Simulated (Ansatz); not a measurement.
The system is Cu.

```xyz
1
Lattice="0.0000 1.8075 1.8075 1.8075 0.0000 1.8075 1.8075 1.8075 0.0000" Properties=species:S:1:pos:R:3 pbc="T T T"
Cu    0.0000    0.0000    0.0000
```

```yaml
Program: Ansatz 0.2.0
Task: relaxation of cell and atoms
Functional: RPBE
Dispersion: D4
Potentials_or_basis: Ansatz PAW
Cutoff: "420 eV (not typed: the program's choice for these potentials)"
k_mesh: 13 × 13 × 13
Occupations: fermi-dirac, width 0.05 eV
Spin: no spin polarisation
```

At the start: volume 11.81 Å³/atom.

Q: Where does the relaxation end?

A: It ends after 7 steps and the volume is 11.21 Å³/atom (-5.0 %); space group Fm-3m (No. 225, to 0.05 Å).

Step by step:
```
step  energy change (eV)  largest force (eV/Å)  volume (Å³)
   1              0.0000                0.0000        11.81
   2             -0.0118                0.0000        11.50
   3             -0.0159                0.0000        11.18
   4             -0.0159                0.0000        11.21
   5             -0.0151                0.0000        11.21
   6             -0.0151                0.0000        11.21
   7             -0.0151                0.0000        11.21
```

Final structure:
```xyz
1
Lattice="0.0000 1.7766 1.7766 1.7766 0.0000 1.7766 1.7766 1.7766 0.0000" Properties=species:S:1:pos:R:3 pbc="T T T"
Cu    0.0000    0.0000    0.0000
```

Caveat: the plane-wave basis is chosen anew once the cell has moved, so the energies of steps on either side of that aren't comparable; pairwise dispersion overbinds metals, which lowers pressure and volume; the PAW data sets come from PBE, with cores solved anew for the run's functional, which leaves a small shift of forces and pressure.
